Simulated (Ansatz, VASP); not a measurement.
One calculation of CdS, two programs

```xyz
2
Lattice="0.0000 2.6587 2.6587 2.6587 0.0000 2.6587 2.6587 2.6587 0.0000" Properties=species:S:1:pos:R:3 pbc="T T T"
Cd    0.0564    0.0000    0.0000
S     2.4608    2.6587    2.6587
```

Change from the starting cell: mode 4 frozen in at -0.203 Å, equal normal strain along x, y and z -0.0250.

Alike in both runs: task single point; functional r2SCAN; k mesh 8 × 8 × 8; occupations gaussian, width 0.05 eV; no spin polarisation.

|  | VASP | Ansatz |
| --- | --- | --- |
| version | VASP 6.6.1 | Ansatz 0.2.0 |
| potentials or method | VASP PAW PBE potentials, release 64 (Cd, S) | scalar-relativistic, plane waves, PAW |
| plane-wave cutoff (eV) | 520 | 500 |
| valence electrons in the cell | 18 | 26 |

|  | VASP | Ansatz | Ansatz less VASP |
| --- | --- | --- | --- |
| gap on the k mesh at the Fermi level (eV) | 0.85 | 0.87 | +0.028 |
| least direct gap on the mesh (eV) | 2.79 | 2.84 | +0.040 |
| pressure (GPa) | 10.7 | 10.0 | -0.72 |
| largest component of the traceless stress (GPa) | 6.65 | 6.50 | -0.154 |
| rms of the force components (eV/Å) | 0.681 | 0.662 | -0.0198 |

Atom by atom the forces differ by 0.020 eV/Å (rms over components). The two sets of potentials don't hold the same shells in valence.

Caveats: the PAW data sets were made with another functional, which shifts forces and pressure a little (VASP). A k mesh can miss the band edges.
